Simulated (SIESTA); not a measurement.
ZnS (Wurtzite-2H):

```
CELL_PARAMETERS angstrom
3.81100 0.00000 0.00000
-1.90550 3.30042 0.00000
0.00000 0.00000 6.23400
ATOMIC_POSITIONS crystal
Zn 0.66667 0.33333 0.50000
Zn 0.33333 0.66667 0.00000
S 0.66667 0.33333 0.88500
S 0.33333 0.66667 0.38500
```

Base run:

| Item | Value |
| --- | --- |
| Program | SIESTA 5.4.2 |
| Functional | PBE |
| Potentials or basis | PseudoDojo 0.4 standard (PBE files) |
| Basis | TZDP (energy shift 0.002 Ry) |
| Grid cutoff | 800 Ry |
| Energy shift | 0.002 Ry |
| k mesh | 8 × 8 × 5 |
| Occupations | fermi-dirac, width 0.05 eV |
| Spin | no spin polarisation |

Its results: band gap on the k mesh 2.67 eV, direct; pressure 2.5 GPa; largest force 0.331 eV/Å.

Task: After a change of settings the same cell gave: band gap on the k mesh 2.63 eV, direct; pressure 3.8 GPa; largest force 0.334 eV/Å. Which change was it?
A. basis from TZDP (energy shift 0.002 Ry) to TZP (energy shift 0.01 Ry); energy shift from 0.002 Ry to 0.01 Ry
B. basis from TZDP (energy shift 0.002 Ry) to DZP (energy shift 0.002 Ry); k mesh from 8 × 8 × 5 to 6 × 6 × 4
C. basis from TZDP (energy shift 0.002 Ry) to TZP (energy shift 0.002 Ry)

Result: C.

Caveats: semicore shells carry a single zeta, which can move pressures by several GPa and volumes by a few percent; the valence orbitals were made in a potential fitted to the semicore shell under them, which widens gaps by tenths of an eV or more; the basis of atomic orbitals isn't converged, which shifts pressures, moduli and gaps.

Not every run made on this cell is shown here.
